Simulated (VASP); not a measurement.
Crystal: TaN.

```xyz
2
Lattice="0.0000 2.4911 2.4911 2.4911 0.0000 2.4911 2.4911 2.4911 0.0000" Properties=species:S:1:pos:R:3 pbc="T T T"
Ta    0.0000    0.0000    0.0000
N     1.2456    1.2456    1.2456
```

The cell comes from a database or a generator and needn't be the stable form of this composition.

Base run:

```yaml
Program: VASP 6.6.1
Functional: r2SCAN
Potentials_or_basis: VASP PAW PBE potentials, release 64 (Ta_pv, N)
Cutoff: 520 eV
k_mesh: 7 × 7 × 7
Occupations: gaussian, width 0.05 eV
Spin: collinear spin, ferromagnetic start
Starting_moments: "[0.5, 0.0] μB"
Hubbard_terms: Ta d U = 3 eV
```

Its results: band gap on the k mesh none (metal or under the smearing width); pressure -24.3 GPa; net moment 0.06 μB per cell.

Task: The run is repeated on the same cell with these changes: hubbard terms from Ta d U = 3 eV to Ta d U = 5 eV. What comes out?

Result: Band gap on the k mesh none (metal or under the smearing width); pressure -21.1 GPa; net moment 0.00 μB per cell.

Caveats: the PAW data sets were made with another functional, which shifts forces and pressure a little.
